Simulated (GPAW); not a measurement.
# BN (F-43m) in GPAW: convergence with density grid spacing (A)

Aim: find how far density grid spacing (A) must go before the results for BN settle, at PBE. This setting moves, with any that are tied to it; all else stays.

Everything below comes from runs of GPAW 26.7.0. Logs are shortened: lines on timing, memory, paths and dates and some standing lists are left out, and cuts for length are marked. The log counts tension as positive stress, the text compression.

**1. The structure**

Symmetry: F-43m, No. 216, cubic system. The conventional cell has a = 3.626 Å, b = 3.626 Å, c = 3.626 Å, α = 90.00°, β = 90.00°, γ = 90.00°. N (site symmetry -43m) has 4 B at 1.57 Å as nearest neighbours. B (site symmetry -43m) has 4 N at 1.57 Å as nearest neighbours.

The cell is a database's computed one.

**2. With density grid spacing (A) 0.24**

Contents of run.py:

```python
from ase.dft.bandgap import bandgap
from ase.io import read, write
from ase.units import GPa
from gpaw import GPAW, PW

atoms = read('BN.xyz')

calc = GPAW(mode=PW(800),
            h=0.24,
            xc='PBE',
            kpts={'size': (13, 13, 13), 'gamma': True},
            occupations={'name': 'fermi-dirac', 'width': 0.05},
            nbands=11,
            convergence={'density': 1e-05, 'energy': 1e-05},
            maxiter=100,
            txt='gpaw.txt')
atoms.calc = calc
energy = atoms.get_potential_energy()
forces = atoms.get_forces()
stress = atoms.get_stress()
calc.write('gs.gpw')
write('result.traj', atoms)
print(f'Energy: {energy:.6f} eV')
print('Forces (eV/A):')
print(forces.round(4))
print('Stress (GPa):', (stress / GPa).round(3))
print('Fermi level:', round(calc.get_fermi_level(), 4), 'eV')
print(f'Gap: {bandgap(calc)[0]:.4f} eV, direct: {bandgap(calc, direct=True)[0]:.4f} eV')
```

Contents of BN.xyz:

```xyz
2
Lattice="0.0000000000 1.8130010000 1.8130010000 1.8130010000 0.0000000000 1.8130010000 1.8130010000 1.8130010000 0.0000000000" Properties=species:S:1:pos:R:3 pbc="T T T"
N      0.9065005000      0.9065005000      0.9065005000
B      0.0000000000      0.0000000000      0.0000000000
```

Potentials or basis: GPAW PAW data sets (gpaw-data 1.2.1), pw.

The run is started by

```bash
$ OMP_NUM_THREADS=1 python run.py
```

gpaw.txt:

```text
__  _  _
 | _ |_)|_||  |
 |__||  | ||/\| - 26.7.0

Input parameters:
  mode=PW(ecut=800.0),
  convergence={'density': 1e-05, 'energy': 1e-05},
  h=0.24,
  kpts=MonkhorstPack(size=(13, 13, 13), gamma=True),
  maxiter=100,
  nbands=11,
  occupations=Occupations(name='fermi-dirac', width=0.05),
  xc=XC(name='PBE')

Diagonalizing LCAO Hamiltonian
Converting LCAO to pw mode

          N
       B

Atoms  # Å, Bohr magnetons
|   | symbol |        x |        y |        z |    initial magnetic moments |
|---|--------|----------|----------|----------|-----------------------------|
| 0 |      N | 0.906501 | 0.906501 | 0.906501 | ( 0.0000,  0.0000,  0.0000) |
| 1 |      B | 0.000000 | 0.000000 | 0.000000 | ( 0.0000,  0.0000,  0.0000) |

Unit cell  # Å
| periodic |        x |        y |        z |  lengths |    angles |
|----------|----------|----------|----------|----------|-----------|
|      yes | 0.000000 | 1.813001 | 1.813001 | 2.563971 | 60.000000 |
|      yes | 1.813001 | 0.000000 | 1.813001 | 2.563971 | 60.000000 |
|      yes | 1.813001 | 1.813001 | 0.000000 | 2.563971 | 60.000000 |

Number of symmetries: 24
Symmetry operations  # r_c * U_cc + t_c -> r_c
|    | kind |            matrix            |
|----|------|------------------------------|
|  0 |  E   |  1, 0, 0,  0, 1, 0,  0, 0, 1 |
|  1 |  σ   |  1, 0, 0,  0, 0, 1,  0, 1, 0 |
|  2 |  σ   |  1, 0,-1,  0, 1,-1,  0, 0,-1 |
|  3 |  C3  |  1, 0,-1,  0, 0,-1,  0, 1,-1 |
|  4 |  C3  |  1,-1, 0,  0,-1, 1,  0,-1, 0 |
|  5 |  σ   |  1,-1, 0,  0,-1, 0,  0,-1, 1 |
|  6 |  σ   |  0, 1, 0,  1, 0, 0,  0, 0, 1 |
|  7 |  C3  |  0, 1, 0,  0, 0, 1,  1, 0, 0 |
|  8 |  C2  |  0, 1,-1,  1, 0,-1,  0, 0,-1 |
|  9 |  S4  |  0, 1,-1,  0, 0,-1,  1, 0,-1 |
| 10 |  C3  |  0, 0, 1,  1, 0, 0,  0, 1, 0 |
| 11 |  σ   |  0, 0, 1,  0, 1, 0,  1, 0, 0 |
| 12 |  S4  |  0, 0,-1,  1, 0,-1,  0, 1,-1 |
| 13 |  C3  |  0, 0,-1,  0, 1,-1,  1, 0,-1 |
| 14 |  S4  |  0,-1, 1,  1,-1, 0,  0,-1, 0 |
| 15 |  C2  |  0,-1, 1,  0,-1, 0,  1,-1, 0 |
| 16 |  C3  |  0,-1, 0,  1,-1, 0,  0,-1, 1 |
| 17 |  S4  |  0,-1, 0,  0,-1, 1,  1,-1, 0 |
| 18 |  S4  | -1, 1, 0, -1, 0, 1, -1, 0, 0 |
| 19 |  C3  | -1, 1, 0, -1, 0, 0, -1, 0, 1 |
| 20 |  C3  | -1, 0, 1, -1, 1, 0, -1, 0, 0 |
| 21 |  S4  | -1, 0, 1, -1, 0, 0, -1, 1, 0 |
| 22 |  σ   | -1, 0, 0, -1, 1, 0, -1, 0, 1 |
| 23 |  C2  | -1, 0, 0, -1, 0, 1, -1, 1, 0 |

BZ-sampling:
  Number of BZ points: 2197
  Number of IBZ points: 84

  Monkhorst-Pack size: [13, 13, 13]
  Monkhorst-Pack shift: [0, 0, 0]

K-points  # in reciprocal-cell coordinates
|     |                                coordinates |     weight |
|-----|--------------------------------------------|------------|
|   0 | (  0.00000000,   0.00000000,   0.00000000) | 0.00045517 |
|   1 | (  0.07692308,   0.07692308,   0.00000000) | 0.00273100 |
|   2 | (  0.07692308,   0.07692308,   0.07692308) | 0.00364133 |
|   3 | (  0.15384615,   0.07692308,   0.07692308) | 0.00546199 |
|   4 | (  0.15384615,   0.15384615,   0.00000000) | 0.00273100 |
|   5 | (  0.15384615,   0.15384615,   0.07692308) | 0.01092399 |
|   6 | (  0.15384615,   0.15384615,   0.15384615) | 0.00364133 |
|   7 | (  0.23076923,   0.15384615,   0.07692308) | 0.01092399 |
|   8 | (  0.23076923,   0.15384615,   0.15384615) | 0.01092399 |
|   9 | (  0.23076923,   0.23076923,   0.00000000) | 0.00273100 |
| ... |                                            |            |
|  83 | (  0.46153846,   0.46153846,   0.46153846) | 0.00364133 |

Plane wave coefficients: 623
Cutoff: 800.0 eV

Spin-components: 1 (collinear spins)
Bands:           11
Projectors:      10
Spin-degeneracy: 2
Datatype:        complex128

Parallelization:
  kpt:    1
  domain: 1
  band:   1

Density:
  Valence electrons: 8.0
  Components: 1
  Grid points: [12 12 12]
  Charge: 0.0  # |e|

Potential:
  Grid points: [12 12 12]

species:
  N:
    name:    Nitrogen
    Z:       7.0
    valence: 5
    core:    2
    charge:  0.0  # [|e|]
    compensation charges:
      type: gauss
      rc: 0.18  # [Å]
      lmax: 2
    cutoffs:
      filter: 1.11  # [Å]
      core: 0.96  # [Å]
    projectors
    | kind |    occ | energy [eV] | rcut [Å] |
    |------|--------|-------------|----------|
    |   2s |  2.000 |     -18.583 |    0.603 |
    |   2p |  3.000 |      -7.089 |    0.529 |
    |    s |        |       8.629 |    0.603 |
    |    p |        |      20.123 |    0.529 |
    |    d |        |       0.000 |    0.577 |

    Using partial waves for N as LCAO basis

  B:
    name:    Boron
    Z:       5.0
    valence: 3
    core:    2
    charge:  0.0  # [|e|]
    compensation charges:
      type: gauss
      rc: 0.20  # [Å]
      lmax: 2
    cutoffs:
      filter: 1.14  # [Å]
      core: 1.38  # [Å]
    projectors
    | kind |    occ | energy [eV] | rcut [Å] |
    |------|--------|-------------|----------|
    |   2s |  2.000 |      -9.443 |    0.635 |
    |   2p |  1.000 |      -3.606 |    0.635 |
    |    s |        |      17.768 |    0.635 |
    |    p |        |      23.605 |    0.635 |
    |    d |        |       0.000 |    0.635 |

    Using partial waves for B as LCAO basis

Reference energy: -2151.211071  # eV

eigensolver:
  PPCG
  Converge bands: occupied
  niter=2

density mixing:
  MSR1-Mixer
  Pratt-step length: 0.05
  Maximum mixing coefficient: 0.75
  Old densities: 10
  SVD Regularization: 0.005
  Good broyden scale: 1.0
  Trust region scale: 1.0
  Backstep threshold: 4.0
  History deletion threshold: 6.0
  Fourier metric: weight=20.0, sigma=0.015

occupation numbers:
  Fermi-Dirac:
    width: 0.0500  # eV

poisson solver:
  ecut: 6400.0  # eV

xc functional:
  name: PBE with 2 nearest neighbor stencil

convergence criteria:
- Maximum integral of absolute [dens]ity change: 1e-05 electrons / valence electron
- Maximum [total energy] change in last 3 cyles: 1e-05 eV / valence electron
- Maximum integral of absolute [eigenst]ate change: 4e-08 eV^2 / valence electron
maximum number of iterations: 100

SCF iterations
|iter     | |      energy | eigst |  dens |
|---------|-|-------------|-------|-------|
|iter:   1| |  -18.291499 | +0.09 |       |
|iter:   2| |  -18.119210 | -2.09 | -0.74 |
|iter:   3| |  -17.478338 | -1.39 | -0.78 |
|iter:   4| |  -17.470882 | -2.92 | -1.38 |
|iter:   5| |  -17.470641 | -3.49 | -1.83 |
|iter:   6| |  -17.470729 | -5.39 | -2.59 |
|iter:   7| |  -17.470730 | -7.05 | -3.56 |
|iter:   8| |  -17.470730c| -8.82c| -4.31 |
|iter:   9| |  -17.470730c| -8.77c| -5.40c|

Converged in 9 steps
Energy contributions relative to reference atoms: (reference = -2151.211071)

Energy contributions:
  Kinetic:          15.703567
  Coulomb:         -15.304830
  Zero:              0.304406
  External:          0.000000
  Xc:              -18.173873
  Entropy:           0.000000
  Spinorbit:         0.000000
  ----------------------------
  Free energy:     -17.470730
  Extrapolated:    -17.470730

dipole moment: (-7.348762, -7.348762, -7.348762)  # |e|*Ang

Fermi level: 12.195
Eigenvalues  # (at kpt = [0.000, 0.000, 0.000])
| band index |      eig [eV] | occ [0-2] |
|------------|---------------|-----------|
|          0 |       -10.177 |     2.000 |
|          1 |         9.956 |     2.000 |
|          2 |         9.957 |     2.000 |
|          3 |         9.957 |     2.000 |
|          4 |        18.739 |     0.000 |
|          5 |        18.739 |     0.000 |
|          6 |        18.739 |     0.000 |
|          7 |        20.155 |     0.000 |
|          8 |        34.539 |     0.000 |
|          9 |        37.640 |     0.000 |
|         10 |        38.106 |     0.000 |

Gap: 4.525 eV
Transition (v -> c):
  (s=0, k=0, n=3, [0.00, 0.00, 0.00]) -> (s=0, k=77, n=4, [0.46, 0.46, 0.00])
Direct/indirect transitions are different
Direct gap: 8.782 eV
Transition at: (s=0, k=0, n=3, [0.00, 0.00, 0.00])

Forces  # eV/Ang
|       x |        y |        z |
|---------|----------|----------|
| 0.00000 | -0.00000 | -0.00000 |  # N    0
| 0.00000 |  0.00000 |  0.00000 |  # B    1

Stress tensor  # eV/Ang^3
|         x |        y |         z |
|-----------|----------|-----------|
|  0.025762 | 0.000000 | -0.000000 |
|  0.000000 | 0.025762 |  0.000000 |
| -0.000000 | 0.000000 |  0.025762 |

# Writing to gs.gpw (mode='')
```

stdout:

```text
Energy: -17.470730 eV
Forces (eV/A):
[[ 0. -0. -0.]
 [ 0.  0.  0.]]
Stress (GPa): [ 4.128  4.128  4.128  0.    -0.     0.   ]
Fermi level: 12.1946 eV
Gap: 4.5250 eV, direct: 8.7822 eV
```

Wall time 9 s (1 thread of Arm Neoverse V1, shared host); peak memory 0.14 GiB.

Results:

```yaml
Free_energy: -17.4707 eV
Pressure: -4.1 GPa
Band_gap_on_the_k_mesh: 4.53 eV, indirect (least direct gap 8.78 eV)
```

**3. With density grid spacing (A) 0.2**

Edit run.py of step 2 so:

```diff
@@ -8,3 +8,3 @@
 calc = GPAW(mode=PW(800),
-            h=0.24,
+            h=0.2,
             xc='PBE',
```

BN.xyz is that of step 2.

Potentials or basis: GPAW PAW data sets (gpaw-data 1.2.1), pw.

The run is started by

```bash
$ OMP_NUM_THREADS=1 python run.py
```

Run time: 10 s. Hardware: 1 thread of Arm Neoverse V1, shared host; peak memory 0.14 GiB.

What came out:

```
Free energy            : -17.5054 eV
Pressure               : -1.8 GPa
Band gap on the k mesh : 4.53 eV, indirect (least direct gap 8.79 eV)
```

**4. With density grid spacing (A) 0.17**

Edit run.py of step 3 so:

```diff
@@ -8,3 +8,3 @@
 calc = GPAW(mode=PW(800),
-            h=0.2,
+            h=0.17,
             xc='PBE',
```

BN.xyz is that of step 3.

The run is started by

```bash
$ OMP_NUM_THREADS=1 python run.py
```

Wall time 11 s (1 thread of Arm Neoverse V1, shared host); peak memory 0.14 GiB.

What came out:

```yaml
Free_energy: -17.5043 eV
Pressure: -1.6 GPa
Band_gap_on_the_k_mesh: 4.53 eV, indirect (least direct gap 8.79 eV)
```

**5. With density grid spacing (A) 0.15**

Edit run.py of step 4 so:

```diff
@@ -8,3 +8,3 @@
 calc = GPAW(mode=PW(800),
-            h=0.17,
+            h=0.15,
             xc='PBE',
```

BN.xyz is that of step 4.

The run is started by

```bash
$ OMP_NUM_THREADS=1 python run.py
```

Wall time 17 s (1 thread of Arm Neoverse V1, shared host); peak memory 0.14 GiB.

Results (log left out):

- Free energy: -17.5037 eV
- Pressure: -1.6 GPa
- Band gap on the k mesh: 4.53 eV, indirect (least direct gap 8.79 eV)

**6. With density grid spacing (A) 0.13**

Edit run.py of step 5 so:

```diff
@@ -8,3 +8,3 @@
 calc = GPAW(mode=PW(800),
-            h=0.15,
+            h=0.13,
             xc='PBE',
```

BN.xyz is that of step 5.

Potentials or basis: GPAW PAW data sets (gpaw-data 1.2.1), pw.

The run is started by

```bash
$ OMP_NUM_THREADS=1 python run.py
```

Wall time 15 s (1 thread of Arm Neoverse V1, shared host); peak memory 0.14 GiB.

Results (log left out):

```yaml
Free_energy: -17.5039 eV
Pressure: -1.6 GPa
Band_gap_on_the_k_mesh: 4.53 eV, indirect (least direct gap 8.79 eV)
```

**7. With density grid spacing (A) 0.11**

Edit run.py of step 6 so:

```diff
@@ -8,3 +8,3 @@
 calc = GPAW(mode=PW(800),
-            h=0.13,
+            h=0.11,
             xc='PBE',
```

BN.xyz is that of step 6.

The run is started by

```bash
$ OMP_NUM_THREADS=1 python run.py
```

Run time: 27 s. Hardware: 1 thread of Arm Neoverse V1, shared host; peak memory 0.16 GiB.

Results (log left out):

```yaml
Free_energy: -17.5040 eV
Pressure: -1.6 GPa
Band_gap_on_the_k_mesh: 4.53 eV, indirect (least direct gap 8.79 eV)
```

**8. With density grid spacing (A) 0.09**

Edit run.py of step 7 so:

```diff
@@ -8,3 +8,3 @@
 calc = GPAW(mode=PW(800),
-            h=0.11,
+            h=0.09,
             xc='PBE',
```

BN.xyz is that of step 7.

The run is started by

```bash
$ OMP_NUM_THREADS=1 python run.py
```

Run time: 48 s. Hardware: 1 thread of Arm Neoverse V1, shared host; peak memory 0.19 GiB.

Results (log left out):

| Quantity | Value |
| --- | --- |
| Free energy | -17.5041 eV |
| Pressure | -1.6 GPa |
| Band gap on the k mesh | 4.53 eV, indirect (least direct gap 8.79 eV) |

**9. Summary**

```tsv
density grid spacing (A)	energy less the tightest run, at zero smearing (meV/atom)	pressure (GPa)	gap on the mesh (eV)	SCF cycles	CPU time (s)	peak memory (GiB)
0.24	16.68	-4.13	4.525	9	9	0.14
0.2	-0.66	-1.82	4.532	9	10	0.14
0.17	-0.13	-1.57	4.534	9	11	0.14
0.15	0.17	-1.60	4.534	9	17	0.14
0.13	0.10	-1.60	4.534	9	15	0.14
0.11	0.04	-1.60	4.534	9	27	0.16
0.09	0.00	-1.60	4.535	9	48	0.19
```

Against the tightest run, the energy stays within 1 meV/atom from 0.2 on; the pressure stays within 0.1 GPa from 0.17 on; the gap on the mesh stays within 0.01 eV from 0.24 on. The tightest run that finished is the yardstick and may itself not be fully converged.

Caveats: an odd mesh through Γ misses points on the zone boundary, where band edges often lie.
